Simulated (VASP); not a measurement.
# TePb (Fm-3m) in VASP: further runs

TePb is run at these levels: PBEsol, RPBE, BLYP, r2SCAN; tasks: single point.

Program: VASP 6.6.1. These are calculated values, not measurements. Logs are shortened: lines on timing, memory, paths and dates and some standing lists are left out, and cuts for length are marked.

**What was measured.**

From a printed reference work, monograph, for a bulk crystal of TePb at 4.2 K: band gap 0.19 eV (direct).

The results are compared with them further down.

### Step 1. The cell of the first run

It takes space group Fm-3m (No. 225, cubic). Conventional cell: a = 6.462 Å, b = 6.462 Å, c = 6.462 Å, α = 90.00°, β = 90.00°, γ = 90.00°. Te (site symmetry m-3m) has 6 Pb at 3.23 Å within 4.3 Å. Pb (site symmetry m-3m) has 6 Te at 3.23 Å within 4.3 Å.

### Step 2. Single point, PBEsol

Contents of INCAR:

```
  PREC = Accurate
  ENCUT = 520
  EDIFF = 1E-7
  ISMEAR = 0
  SIGMA = 0.01
  LREAL = False
  LASPH = True
  NELM = 80
  ALGO = Normal
  ISIF = 2
  LWAVE = False
  LCHARG = False
  GGA = PS
  NBANDS = 17
```

Contents of KPOINTS:

```
Automatic mesh
0
Gamma
  6 6 6
```

Contents of POSCAR:

```
TePb
1.0
    0.0000000000      3.2310000000      3.2310000000
    3.2310000000      0.0000000000      3.2310000000
    3.2310000000      3.2310000000      0.0000000000
Te Pb
1 1
Direct
    0.5000000000      0.5000000000      0.5000000000
    0.0000000000      0.0000000000      0.0000000000
```

Potentials or basis: VASP PAW PBE potentials, release 64 (Te, Pb_d).

The run is started by

```sh
$ cat potpaw_PBE.64/Te/POTCAR potpaw_PBE.64/Pb_d/POTCAR > POTCAR
$ mpirun -np 1 vasp_std > vasp.out
```

OUTCAR:

```text
PREC = Accurate
   ENCUT = 520
   EDIFF = 1E-7
   ISMEAR = 0
   LREAL = False
   LASPH = True
   NELM = 80
   ISIF = 2
   GGA = PS

 ion  position               nearest neighbor table
   1  0.500  0.500  0.500-   2 3.23   2 3.23   2 3.23   2 3.23   2 3.23   2 3.23
   2  0.000  0.000  0.000-   1 3.23   1 3.23   1 3.23   1 3.23   1 3.23   1 3.23

  LATTYP: Found a face centered cubic cell.
 ALAT       =     6.4620000000

  Lattice vectors:

 A1 = (   0.0000000000,   3.2310000000,   3.2310000000)
 A2 = (   3.2310000000,   0.0000000000,   3.2310000000)
 A3 = (   3.2310000000,   3.2310000000,   0.0000000000)

Analysis of symmetry for initial positions (statically):
=====================================================================
 Subroutine PRICEL returns:
 Original cell was already a primitive cell.

 Routine SETGRP: Setting up the symmetry group for a
 face centered cubic supercell.

 Subroutine GETGRP returns: Found 48 space group operations
 (whereof 48 operations were pure point group operations)
 out of a pool of 48 trial point group operations.

The static configuration has the point symmetry O_h .

Analysis of symmetry for dynamics (positions and initial velocities):
=====================================================================
 Subroutine PRICEL returns:
 Original cell was already a primitive cell.

 Routine SETGRP: Setting up the symmetry group for a
 face centered cubic supercell.

 Subroutine GETGRP returns: Found 48 space group operations
 (whereof 48 operations were pure point group operations)
 out of a pool of 48 trial point group operations.

The dynamic configuration has the point symmetry O_h .

 Subroutine INISYM returns: Found 48 space group operations
 (whereof 48 operations are pure point group operations),
 and found     1 'primitive' translations

----------------------------------------------------------------------------------------

                                     Primitive cell

  volume of cell :      67.4592

  direct lattice vectors                    reciprocal lattice vectors
     0.000000000  3.231000000  3.231000000    -0.154750851  0.154750851  0.154750851
     3.231000000  0.000000000  3.231000000     0.154750851 -0.154750851  0.154750851
     3.231000000  3.231000000  0.000000000     0.154750851  0.154750851 -0.154750851

  length of vectors
     4.569324020  4.569324020  4.569324020     0.268036337  0.268036337  0.268036337

  position of ions in fractional coordinates (direct lattice)
     0.500000000  0.500000000  0.500000000
     0.000000000  0.000000000  0.000000000

  ion indices of the primitive-cell ions
   primitive index   ion index
                 1           1
                 2           2

----------------------------------------------------------------------------------------

 KPOINTS: Automatic mesh

Automatic generation of k-mesh.
 Grid dimensions read from file:
 generate k-points for:    6    6    6

 Generating k-lattice:

  Cartesian coordinates                     Fractional coordinates (reciprocal lattice)
    -0.025791809  0.025791809  0.025791809     0.166666667  0.000000000  0.000000000
     0.025791809 -0.025791809  0.025791809     0.000000000  0.166666667  0.000000000
     0.025791809  0.025791809 -0.025791809     0.000000000  0.000000000  0.166666667

  Length of vectors
     0.044672723  0.044672723  0.044672723

  Shift w.r.t. Gamma in fractional coordinates (k-lattice)
     0.000000000  0.000000000  0.000000000

 Subroutine IBZKPT returns following result:
 ===========================================

 Found     16 irreducible k-points:

 Following reciprocal coordinates:
            Coordinates               Weight
  0.000000  0.000000  0.000000      1.000000
  0.166667  0.000000  0.000000      8.000000
  0.333333  0.000000  0.000000      8.000000
  0.500000  0.000000  0.000000      4.000000
  0.166667  0.166667  0.000000      6.000000
  0.333333  0.166667  0.000000     24.000000
[... 8 lines left out ...]
 -0.333333  0.333333  0.166667     24.000000
 -0.333333  0.500000  0.166667     12.000000
   k-points           NKPTS =     16   k-points in BZ     NKDIM =     16   number of bands    NBANDS=     17
   number of dos      NEDOS =    301   number of ions     NIONS =      2
   total plane-waves  NPLWV =  46656
   dimension x,y,z NGX =    36 NGY =   36 NGZ =   36
   dimension x,y,z NGXF=    72 NGYF=   72 NGZF=   72
   ions per type =               1   1
   NGX,Y,Z   is equivalent  to a cutoff of  13.10, 13.10, 13.10 a.u.
   NGXF,Y,Z  is equivalent  to a cutoff of  26.20, 26.20, 26.20 a.u.
 SYSTEM =  unknown system
   PREC   = accura    normal or accurate (medium, high low for compatibility)
   ISTART =      0    job   : 0-new  1-cont  2-samecut
   ICHARG =      2    charge: 1-file 2-atom 10-const
   ISPIN  =      1    spin polarized calculation?
   LNONCOLLINEAR =      F non collinear calculations
   LSORBIT =      F    spin-orbit coupling
   LASPH  =      T    aspherical Exc in radial PAW
   ENCUT  =  520.0 eV  38.22 Ry    6.18 a.u.   8.50  8.50  8.50*2*pi/ulx,y,z
   NELM   =     80;   NELMIN=  2; NELMDL= -5     # of ELM steps
   EDIFF  = 0.1E-06   stopping-criterion for ELM
   LREAL  =      F    real-space projection
   EDIFFG = 0.1E-05   stopping-criterion for IOM
   NSW    =      0    number of steps for IOM
   IBRION =     -1    ionic relax: 0-MD 1-quasi-New 2-CG
   NFREE  =      0    steps in history (QN), initial steepest desc. (CG)
   ISIF   =      2    stress and relaxation
   ISYM   =      2    0-nonsym 1-usesym 2-fastsym
   POTIM  = 0.5000    time-step for ionic-motion
   TEBEG  =    0.0;   TEEND  =   0.0 temperature during run
   PSTRESS=    0.0 pullay stress
   NELECT =      20.0000    total number of electrons
   NUPDOWN=      -1.0000    fix difference up-down
   EMIN   =  10.00;   EMAX   =-10.00  energy-range for DOS
   EFERMI =   0.00;   METHOD = LEGACY
   ISMEAR =     0;   SIGMA  =   0.01  broadening in eV -4-tet -1-fermi 0-gaus
   EFERMI_NEDOS =   21; number of points for ismear=-14 and -15
   IALGO  =     38    algorithm
   IMIX   =      4    mixing-type and parameters
     AMIX     =   0.40;   BMIX     =  1.00
     AMIX_MAG =   1.60;   BMIX_MAG =  1.00
  volume/ion in A,a.u.               =      33.73       227.62
  Fermi-wavevector in a.u.,A,eV,Ry     =   1.091619  2.062861 16.213147  1.191633
  Thomas-Fermi vector in A             =   2.227868
   LORBIT       =      0    0 simple, 1 ext, 2 COOP (PROOUT), +10 PAW based schemes
   GGA     = PS    functional components
   LHFCALC =     F    Hartree Fock is set to
   AEXX    =    0.0000 exact exchange contribution
   IVDW    =     0    specifies the selected vdW correction
   LEPSILON=     F    determine dielectric tensor
   LRPA    =     F    only Hartree local field effects (RPA)
 non-spin polarized calculation
 Gauss-broadening in eV      SIGMA  =   0.01
  energy-cutoff  :      520.00
  volume of cell :       67.46
 maximum number of plane-waves:      1853
 NGX is ok and might be reduce to    36
   NGX = 17   NGY = 17   NGZ = 17

 number of electron      20.0000003 magnetization

 Free energy of the ion-electron system (eV)
  ---------------------------------------------------
  ext. energy  EPLUGINS =         0.00000000
  ---------------------------------------------------
  free energy    TOTEN  =        -8.25943924 eV

  energy without entropy =       -8.25943924  energy(sigma->0) =       -8.25943924

 E-fermi :   5.5052     XC(G=0):  -9.4707

 val. band max:        5.4585442790   @ k =   0.5000   0.0000   0.0000
 cond. band min:       6.1269183877   @ k =   0.5000   0.0000   0.0000
 fundamental gap:      0.6683741088
 Fermi energy:         5.5051777593

 k-point     1 :       0.0000    0.0000    0.0000
  band No.  band energies     occupation
      1     -11.1704      2.00000
      2     -11.1704      2.00000
      3     -11.1595      2.00000
      4     -11.1595      2.00000
      5     -11.1595      2.00000
      6      -6.5736      2.00000
[... 9 lines left out ...]
     16      11.2176      0.00000
     17      12.6940      0.00000

 k-point     2 :       0.1667    0.0000    0.0000
  band No.  band energies     occupation
      1     -11.1737      2.00000
      2     -11.1737      2.00000
      3     -11.1588      2.00000
      4     -11.1556      2.00000
      5     -11.1556      2.00000
      6      -6.3365      2.00000
[... 9 lines left out ...]
     16      11.7274      0.00000
     17      14.3599      0.00000

 k-point     3 :       0.3333    0.0000    0.0000
  band No.  band energies     occupation
      1     -11.1815      2.00000
      2     -11.1815      2.00000
      3     -11.1577      2.00000
      4     -11.1465      2.00000
      5     -11.1465      2.00000
      6      -5.6888      2.00000
[... 9 lines left out ...]
     16      13.0929      0.00000
     17      16.3764      0.00000

 k-point     4 :       0.5000    0.0000    0.0000
  band No.  band energies     occupation
      1     -11.1855      2.00000
      2     -11.1855      2.00000
      3     -11.1572      2.00000
      4     -11.1418      2.00000
      5     -11.1418      2.00000
      6      -5.1325      2.00000
[... 9 lines left out ...]
     16      14.6991      0.00000
     17      14.6991      0.00000
[... 183 lines left out ...]
      1     -11.2045      2.00000
      2     -11.1722      2.00000
      3     -11.1594      2.00000
      4     -11.1438      2.00000
      5     -11.1402      2.00000
      6      -5.2176      2.00000
[... 9 lines left out ...]
     16      14.4884      0.00000
     17      14.9868      0.00000

 k-point    15 :      -0.3333    0.3333    0.1667
  band No.  band energies     occupation
      1     -11.2078      2.00000
      2     -11.1751      2.00000
      3     -11.1522      2.00000
      4     -11.1498      2.00000
      5     -11.1364      2.00000
      6      -4.8343      2.00000
[... 9 lines left out ...]
     16      15.7062      0.00000
     17      15.8473      0.00000

 k-point    16 :      -0.3333    0.5000    0.1667
  band No.  band energies     occupation
      1     -11.2212      2.00000
      2     -11.1679      2.00000
      3     -11.1610      2.00000
      4     -11.1425      2.00000
      5     -11.1328      2.00000
      6      -4.7672      2.00000
[... 9 lines left out ...]
     16      16.1705      0.00000
     17      16.9704      0.00000

------------------------ aborting loop because EDIFF is reached ----------------------------------------

  FORCE on cell =-STRESS in cart. coord.  units (eV):
  Direction    XX          YY          ZZ          XY          YZ          ZX
  --------------------------------------------------------------------------------------
  -------------------------------------------------------------------------------------
  Total       -0.1696942     -0.1696942     -0.1696942      0.0000000      0.0000000      0.0000000
  in kB       -4.0302948     -4.0302948     -4.0302948      0.0000000      0.0000000      0.0000000
  external PRESSURE =      -4.0302948 kB  Pullay stress =       0.0000000 kB

 VOLUME and BASIS-vectors are now :
 -----------------------------------------------------------------------------
  energy-cutoff  :      520.00
  volume of cell :       67.46
      direct lattice vectors                 reciprocal lattice vectors
     0.000000000  3.231000000  3.231000000    -0.154750851  0.154750851  0.154750851
     3.231000000  0.000000000  3.231000000     0.154750851 -0.154750851  0.154750851
     3.231000000  3.231000000  0.000000000     0.154750851  0.154750851 -0.154750851

 POSITION                                       TOTAL-FORCE (eV/Angst)
 -----------------------------------------------------------------------------------
      3.23100      3.23100      3.23100        -0.000000      0.000000     -0.000000
      0.00000      0.00000      0.00000         0.000000     -0.000000      0.000000
 -----------------------------------------------------------------------------------
    total drift:                               -0.000000      0.000000      0.000000

  FREE ENERGIE OF THE ION-ELECTRON SYSTEM (eV)
  ---------------------------------------------------
  free  energy   TOTEN  =        -8.2594392429 eV

  energy  without entropy=       -8.2594392429  energy(sigma->0) =       -8.25943924
```

It took 11 s on 1 thread of Intel Xeon 6975P-C (Granite Rapids), shared host; peak memory 0.2 GiB.

Results:

* Free energy: -8.2594 eV
* Pressure: -0.4 GPa
* Band gap on the k mesh: 0.67 eV, direct

Levels at points of the mesh, in eV from the valence-band top:
```csv
k point,band 7,band 8,band 9,band 10,band 11,band 12,band 13,band 14
"(0.00, 0.00, 0.00)",-5.61,-1.33,-1.33,-1.33,4.06,4.06,4.06,5.76
"(0.50, 0.00, 0.00)",-8.60,-0.87,-0.87,0.00,0.67,1.25,1.25,8.29
"(0.50, 0.50, 0.00)",-7.31,-4.52,-2.80,-2.80,3.21,5.46,5.46,6.68
```

Caveat: the PAW data sets were made with another functional, which shifts forces and pressure a little; spin-orbit coupling is left out, which moves the levels of the heavy elements.

### Step 3. Single point, RPBE

Contents of INCAR:

```
SYSTEM = TePb
PREC = Accurate
ENCUT = 520
EDIFF = 1E-6
ISMEAR = 0
SIGMA = 0.01
LREAL = .FALSE.
LASPH = .TRUE.
NELM = 60
ALGO = Normal
ISIF = 2
LWAVE = .FALSE.
LCHARG = .FALSE.
GGA = RP
NBANDS = 17
```

Contents of KPOINTS:

```
Automatic mesh
0
G
  6 6 6
  0 0 0
```

POSCAR is that of step 2.

Potentials or basis: VASP PAW PBE potentials, release 64 (Te, Pb_d).

The run is started by

```sh
$ cat potpaw_PBE.64/Te/POTCAR potpaw_PBE.64/Pb_d/POTCAR > POTCAR
$ mpirun -np 1 vasp_std > vasp.out
```

Run time: 9.5 s. Hardware: 1 thread of Intel Xeon 6975P-C (Granite Rapids), shared host; peak memory 0.2 GiB.

The run converged. Its results:

- Free energy: -6.7777 eV
- Pressure: 3.6 GPa
- Band gap on the k mesh: 0.80 eV, direct

Levels at points of the mesh, in eV from the valence-band top:
```tsv
k point	band 6	band 7	band 8	band 9	band 10	band 11	band 12	band 13	band 14	band 15
(0.00, 0.00, 0.00)	-12.00	-5.56	-1.36	-1.36	-1.36	4.11	4.11	4.11	5.81	5.81
(0.50, 0.00, 0.00)	-10.57	-8.57	-0.91	-0.91	0.00	0.80	1.30	1.30	8.48	9.23
(0.50, 0.50, 0.00)	-10.32	-7.27	-4.49	-2.80	-2.80	3.34	5.51	5.51	6.75	10.06
```

Caveat: the PAW data sets were made with another functional, which shifts forces and pressure a little; spin-orbit coupling is left out, which moves the levels of the heavy elements. A k mesh can miss the band edges.

### Step 4. Single point, BLYP

Contents of INCAR:

```
  PREC = Accurate
  ENCUT = 520
  EDIFF = 1E-6
  ISMEAR = 0
  SIGMA = 0.01
  LREAL = False
  LASPH = True
  NELM = 80
  ALGO = Normal
  ISIF = 2
  LWAVE = False
  LCHARG = False
  GGA = B5
  ALDAX = 1.0
  AGGAX = 1.0
  AGGAC = 1.0
  ALDAC = 0.0
  NBANDS = 17
```

Contents of KPOINTS:

```
Automatic mesh
0
Gamma
  6 6 6
```

POSCAR is that of step 3.

The run is started by

```sh
$ cat potpaw_PBE.64/Te/POTCAR potpaw_PBE.64/Pb_d/POTCAR > POTCAR
$ mpirun -np 1 vasp_std > vasp.out
```

Run time: 16 s. Hardware: 1 thread of Intel Xeon 6975P-C (Granite Rapids), shared host; peak memory 0.2 GiB.

The run converged. Its results:

* Free energy: -6.2515 eV
* Pressure: 5.5 GPa
* Band gap on the k mesh: 0.81 eV, direct

Levels at points of the mesh, in eV from the valence-band top:
| k point | band 7 | band 8 | band 9 | band 10 | band 11 | band 12 | band 13 | band 14 |
| --- | --- | --- | --- | --- | --- | --- | --- | --- |
| (0.00, 0.00, 0.00) | -5.73 | -1.38 | -1.38 | -1.38 | 3.98 | 3.98 | 3.98 | 5.99 |
| (0.50, 0.00, 0.00) | -8.67 | -0.89 | -0.89 | 0.00 | 0.81 | 1.24 | 1.24 | 8.68 |
| (0.50, 0.50, 0.00) | -7.42 | -4.43 | -2.79 | -2.79 | 3.58 | 5.36 | 5.36 | 6.63 |

Caveat: the PAW data sets were made with another functional, which shifts forces and pressure a little; spin-orbit coupling is left out, which moves the levels of the heavy elements.

### Step 5. Single point, r2SCAN

POSCAR is that of step 4.

Contents of INCAR.step1:

```
PREC     = Accurate       # precision mode
ENCUT    = 520            # plane-wave cutoff, eV
ISMEAR   = 0              # smearing method
SIGMA    = 0.01           # smearing width, eV
LREAL    = F              # projectors in reciprocal space
LASPH    = T              # aspherical terms in the spheres
NELM     = 80             # most SCF steps
NBANDS   = 17             # bands
GGA      = PE             # functional
ALGO     = Normal         # electronic algorithm
EDIFF    = 1E-4           # SCF threshold, eV
LWAVE    = T              # write WAVECAR
LCHARG   = F              # write CHGCAR
```

Contents of INCAR.step2:

```
PREC     = Accurate       # precision mode
ENCUT    = 520            # plane-wave cutoff, eV
EDIFF    = 1E-7           # SCF threshold, eV
ISMEAR   = 0              # smearing method
SIGMA    = 0.01           # smearing width, eV
LREAL    = F              # projectors in reciprocal space
LASPH    = T              # aspherical terms in the spheres
NELM     = 80             # most SCF steps
ALGO     = Normal         # electronic algorithm
ISIF     = 2              # what is computed and relaxed
LWAVE    = F              # write WAVECAR
LCHARG   = T              # write CHGCAR
METAGGA  = R2SCAN         # meta-GGA
LMIXTAU  = T            
LELF     = T              # ELF
LVHAR    = T            
NBANDS   = 17             # bands
ISTART   = 1
```

Contents of KPOINTS:

```
regular mesh
0
Gamma
  6 6 6
```

The run is started by

```sh
$ cat potpaw_PBE.64/Te/POTCAR potpaw_PBE.64/Pb_d/POTCAR > POTCAR
$ cp INCAR.step1 INCAR
$ mpirun -np 1 vasp_std > vasp.out
$ cp INCAR.step2 INCAR
$ mpirun -np 1 vasp_std > vasp.out
```

Wall time 43 s (1 thread of Intel Xeon 6975P-C (Granite Rapids), shared host); peak memory 0.21 GiB.

Results (log left out):

```yaml
Free_energy: -82.6950 eV
Pressure: 1.5 GPa
Band_gap_on_the_k_mesh: 1.02 eV, direct
```

Levels at points of the mesh, in eV from the valence-band top:
```
           k point  band 6  band 7  band 8  band 9  band 10  band 11  band 12  band 13  band 14  band 15
(0.00, 0.00, 0.00)  -12.52   -5.64   -1.50   -1.50    -1.50     4.34     4.34     4.34     6.17     6.17
(0.50, 0.00, 0.00)  -11.01   -8.90   -1.02   -1.02     0.00     1.02     1.41     1.41     8.94     9.69
(0.50, 0.50, 0.00)  -10.74   -7.51   -4.70   -2.98    -2.98     3.58     5.82     5.82     7.17    10.52
```

Caveat: the PAW data sets were made with another functional, which shifts forces and pressure a little; spin-orbit coupling is left out, which moves the levels of the heavy elements.

### Step 6. The runs side by side

| level | gap on the mesh (eV) | pressure (GPa) |
| --- | --- | --- |
| PBEsol | 0.67 | -0.4 |
| RPBE | 0.80 | 3.6 |
| BLYP | 0.81 | 5.5 |
| r2SCAN | 1.02 | 1.5 |

Alike in all rows: task single point; potentials or basis VASP PAW PBE potentials, release 64 (Te, Pb_d); no spin polarisation; cell as given; k mesh 6 × 6 × 6; cutoff (eV) 520; smearing gaussian 0.01 eV.

On the cell as given the gap runs from 0.67 eV (PBEsol) to 1.02 eV (r2SCAN). The pressure there spans -0.4 GPa (PBEsol) to 5.5 GPa (BLYP); a positive pressure means that this level wants a larger cell, a negative one a smaller.

Caveats: the PAW data sets were made with another functional, which shifts forces and pressure a little; spin-orbit coupling is left out, which moves the levels of the heavy elements.

Absolute energies hang on the potentials; compare differences alone.

### Step 7. Comparison with measurements

Step 2. Against the measured gap of TePb, 0.19 eV (direct; 4.2 K; a printed reference work, monograph), the calculated 0.67 eV is off by +0.48 eV. Spin-orbit coupling on Pb, Te is left out. The value is that of PBEsol on a finite k mesh, which can miss the band edges, without temperature or zero-point motion.

Step 5. Against the measured gap of TePb, 0.19 eV (direct; 4.2 K; a printed reference work, monograph), the calculated 1.02 eV is off by +0.83 eV. Spin-orbit coupling on Pb, Te is left out. The value is that of r2SCAN on a finite k mesh, which can miss the band edges, without temperature or zero-point motion.
